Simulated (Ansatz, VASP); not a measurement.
## SnSe2: VASP beside Ansatz

```
Sn Se
1.0
     0.00000    3.40686    3.40686
     3.40686    0.00000    3.40686
     3.40686    3.40686    0.00000
Sn Se
1 2
Cartesian
  0.0000 0.0000 0.0000
  1.7034 1.7034 1.7034
  5.1103 5.1103 5.1103
```

Alike in both runs: task single point; functional HSE06; k mesh 4 × 4 × 4; occupations fermi-dirac, width 0.02 eV; no spin polarisation.

|  | VASP | Ansatz |
| --- | --- | --- |
| version | VASP 6.6.1 | Ansatz 0.2.0 |
| potentials or method | VASP PAW PBE potentials, release 64 (Sn_d, Se) | plane waves, PAW |
| plane-wave cutoff (eV) | 520 | 420 |
| valence electrons in the cell | 26 | 46 |

```csv
,VASP,Ansatz,Ansatz less VASP
pressure (GPa),-1.2,-1.1,+0.14
```

The two sets of potentials don't hold the same shells in valence. Ansatz warned: «filled_band_counts_differ_across_k_points».

Caveats: the k mesh is coarse (spacing up to 0.40 Å⁻¹), so the values aren't converged, least of all with exact exchange; the PAW data sets were made with another functional, which shifts forces and pressure a little (VASP).
